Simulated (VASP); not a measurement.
Set up this calculation in VASP 6.6.1, as the native input.

* Task: single point
* Functional: PBEsol
* Potentials or basis: VASP PAW PBE potentials, release 64 (Rh_pv)
* Cutoff: 520 eV
* k mesh: 18 × 18 × 18
* Occupations: gaussian, width 0.1 eV
* Spin: no spin polarisation
* Further INCAR settings: ALGO = Normal; EDIFF = 1e-07; NBANDS = 14

The structure of Rh lies in POSCAR:

```
Rh                                      
1.0
    0.0000000000      1.9085234598      1.9085234598
    1.9085234598      0.0000000000      1.9085234598
    1.9085234598      1.9085234598      0.0000000000
  Rh            
     1
Direct
     0.0000000000000000    0.0000000000000000    0.0000000000000000
```

The cell isn't the ideal one: a relaxed cell with its volume scaled by 1.03.

The input as run:

INCAR

```
PREC     = Accurate       # precision mode
ENCUT    = 520            # plane-wave cutoff, eV
EDIFF    = 1E-7           # SCF threshold, eV
ISMEAR   = 0              # smearing method
SIGMA    = 0.1            # smearing width, eV
LREAL    = False          # projectors in reciprocal space
LASPH    = True           # aspherical terms in the spheres
NELM     = 100            # most SCF steps
ALGO     = Normal         # electronic algorithm
ISIF     = 2              # what is computed and relaxed
LWAVE    = False          # write WAVECAR
LCHARG   = False          # write CHGCAR
GGA      = PS             # functional
NBANDS   = 14             # bands
```

KPOINTS

```
regular mesh
0
Gamma
  18 18 18
```

Potentials or basis: VASP PAW PBE potentials, release 64 (Rh_pv).

The run is started by

```sh
$ cat potpaw_PBE.64/Rh_pv/POTCAR > POTCAR
$ mpirun -np 1 vasp_std > vasp.out
```

Results of the run:

```
Pressure               : -8.1 GPa
Band gap on the k mesh : none (metal or under the smearing width)
```

Caveat: the PAW data sets were made with another functional, which shifts forces and pressure a little.

It took 17 s on 1 thread of Intel(R) Xeon(R) Platinum 8488C (Sapphire Rapids), with other jobs on the host, peak memory 0.15 GiB.
